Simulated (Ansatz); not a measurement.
Ag: band structure with LDA

The system is Ag.

```
CELL_PARAMETERS angstrom
-1.65565 1.65565 1.65565
1.65565 -1.65565 1.65565
1.65565 1.65565 -1.65565
ATOMIC_POSITIONS crystal
Ag 0.00000 0.00000 0.00000
```

This isn't the form of Ag at room conditions, which is fcc.

```json
{"Program": "Ansatz 0.2.0", "Task": "band structure", "Functional": "LDA", "Potentials or basis": "Ansatz PAW", "Cutoff": "420 eV (not typed: the program's choice for these potentials)", "k mesh": "8 × 8 × 8", "Occupations": "fermi-dirac, width 0.05 eV", "Spin": "spin-orbit coupling, no magnetisation", "Path": "[[\"G\", \"H\", \"N\", \"G\", \"P\", \"H\"], [\"P\", \"N\"]]", "Points for each segment of the path": "14"}
```

| Property | Result |
| --- | --- |
| Pressure | -11.6 GPa |
| Band gap on the k mesh | none (metal or under the smearing width) |

Levels at the corners of the path, in eV from the Fermi level:
```csv
point,band 16,band 17,band 18,band 19,band 20,band 21
Γ,-4.57,-3.50,-3.50,-3.50,-3.50,17.47
H,-2.98,-2.60,-2.60,6.02,6.02,6.71
N,-3.40,-2.60,-2.60,-0.12,-0.12,3.61
Γ,-4.57,-3.50,-3.50,-3.50,-3.50,17.47
P,-3.39,-3.39,-3.39,5.05,5.05,5.80
H,-2.98,-2.60,-2.60,6.02,6.02,6.71
P,-3.39,-3.39,-3.39,5.05,5.05,5.80
N,-3.40,-2.60,-2.60,-0.12,-0.12,3.61
```

Run time: 3.5 s on 2 threads of Arm Neoverse V1, with other jobs on the host, peak memory 0.31 GiB.

Caveat: the PAW data sets come from PBE, with cores solved anew for the run's functional, which leaves a small shift of forces and pressure.
